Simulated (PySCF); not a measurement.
NMR data simulated for an unnamed compound:

$^{1}$H NMR (600 MHz, computed): δ 8.61 (br s, 1H), 7.52 (m, 1H), 7.34 (m, 1H), 7.05 (m, 1H).

$^{13}$C{$^{1}$H} NMR (computed): δ 129.1 (CH), 128.2 (CH), 110.0 (CH).

PySCF 2.14 calculation with shieldings: GIAO KT3/pcSseg-2 and coordinates at the PBE0-D3(BJ)/def2-TZVP level; a single conformation, isolated molecule, non-relativistic.

Scale: TMS for $^{1}$H, $^{13}$C (reference shieldings calculated alike).

Q: Which of these does the molecule contain: a heteroaromatic ring, a three-membered ring, an NH or NH2 group, a nitrile, an OH group?

A: 
- A heteroaromatic ring: yes.
- A three-membered ring: no.
- An NH or NH2 group: yes (δH 8.61 (br s)).
- A nitrile: no.
- An OH group: no.

The data belong to `c1c[nH]cn1`, C3H4N2; they needn't prove each group on their own.

Carbon signals by region: 3 in the sp2 and nitrile region (100–160 ppm).

OH/NH shifts are gas-phase values; hydrogen bonding in solution moves them, usually downfield. Shifts are as computed. Against solution values, carbons near 30 ppm lie about +3 ppm off and those near 130 ppm about -1 ppm. Of 1211 compounds with measured shifts, 218 miss one by over three times the rms of a fit or turn the order of signals round; such compounds aren't used in these exercises. Multiplicities follow the n + 1 count of equivalent neighbours, as no J values were calculated; m marks all less simple cases, F and P coupling included.
